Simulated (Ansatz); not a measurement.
InAs (Fm-3m), stationary points along a deformation path

The calculation used DFT PBEsol, scalar-relativistic, plane waves, PAW (Ansatz). Cutoff 420 eV, Γ-centred 16×16×16 k-points, Gaussian smearing of 0.15 eV. No spin polarisation. Energies are free energies at this smearing, counted from the undisturbed cell; pressure is positive in compression.

The starting cell (as given, not relaxed at this level; it stands at -3.3 GPa; this rock-salt form isn't the usual structure):

```xyz
2
Lattice="0.0000 2.8773 2.8773 2.8773 0.0000 2.8773 2.8773 2.8773 0.0000" Properties=species:S:1:pos:R:3 pbc="T T T"
In    2.8773    2.8773    2.8773
As    0.0000    0.0000    0.0000
```

At fixed volume and fractional coordinates, lengths along (0.577, 0.577, 0.577) are scaled against those across it; ρ is that ratio over its starting value. V = 23.821 Å³/atom. Δσ is the stress along the axis less the mean stress across it (compression positive).

| ρ | ΔE (meV/atom) | Δσ (GPa) | space group |
| --- | --- | --- | --- |
| 0.500 | 246.5 | 0.00 | Pm-3m |
| 0.600 | 252.3 | 0.46 | R-3m |
| 0.710 | 190.9 | 7.96 | R-3m |
| 1.000 | 0.0 | 0.00 | Fm-3m |
| 1.410 | 239.5 | -10.84 | R-3m |
| 2.000 | 335.9 | -0.47 | R-3m |

Q: How does the stress give the slope of the energy, and where is the energy stationary?

A: Along the path d ln(length) is 2/3 d ln ρ on the axis and −1/3 d ln ρ across it, so dE/d ln ρ = −(2/3) V Δσ: the energy falls with ρ where Δσ is positive. Δσ vanishes or changes sign at ρ = 0.500 (Pm-3m, an end of the scan), at 246.5 meV/atom; between ρ = 0.500 and 0.600, at least one maximum (the energy rises over this step, yet the slope at ρ = 0.600 points the other way); at ρ = 1.000 (Fm-3m), a minimum at 0.0 meV/atom. Pairs of stationary points between two samples would go unseen, and could change a minimum read from distant neighbours into a maximum. At ρ = 0.500, 1.000 the cell is cubic, where symmetry alone makes the stress isotropic and the slope zero.

In a metal these slopes depend on the k mesh and the smearing.